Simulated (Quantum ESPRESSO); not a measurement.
# TePb: zone-centre phonons and dielectric response under several settings

```
CELL_PARAMETERS angstrom
0.00000 3.23100 3.23100
3.23100 0.00000 3.23100
3.23100 3.23100 0.00000
ATOMIC_POSITIONS crystal
Pb 0.00000 0.00000 0.00000
Te 0.50000 0.50000 0.50000
```

All runs used Quantum ESPRESSO 7.5; k mesh 6 × 6 × 6, shifted; relaxed cell; no spin polarisation; cutoff 612 eV; occupations smeared at first, fixed for the response.

| level | potentials | volume (Å³/atom) | lowest optical mode without the field (cm⁻¹) | highest mode with the field (cm⁻¹) | ε∞ (mean) | Born charge of atom 1 (e) | sum of the Born charges (e) |
| --- | --- | --- | --- | --- | --- | --- | --- |
| LDA | GBRV 1.5 LDA | 32.33 | 48 | 112 | 34.20 | 6.06 | 0.03 |
| PBE | GBRV 1.5 PBE | 35.29 | 25 | 107 | 27.06 | 5.75 | 0.01 |
| WC | GBRV 1.5 PBE | ? | ? | ? | ? | ? | ? |
| RPBE | GBRV 1.5 PBE | 36.64 | 18i | 104 | 24.34 | 5.65 | 0.00 |
| vdW-DF-cx | GBRV 1.5 PBE | 33.61 | 48 | 114 | 30.02 | 5.88 | 0.02 |

Question: What stands in the row left open?

Answer: Volume 33.39 Å³/atom; lowest optical mode without the field 46 cm⁻¹; highest mode with the field 111 cm⁻¹; ε∞ 31.62; Born charge of atom 1 5.90 e; sum of the Born charges 0.02 e.

Values marked i are imaginary: the cell is unstable against those modes at that level, or the meshes are too thin.

Caveats: the potentials were made for another functional, which shifts forces and pressure (some runs); some modes are imaginary (some runs).

For the row left open. Caveat: the potentials were made for another functional, which shifts forces and pressure.
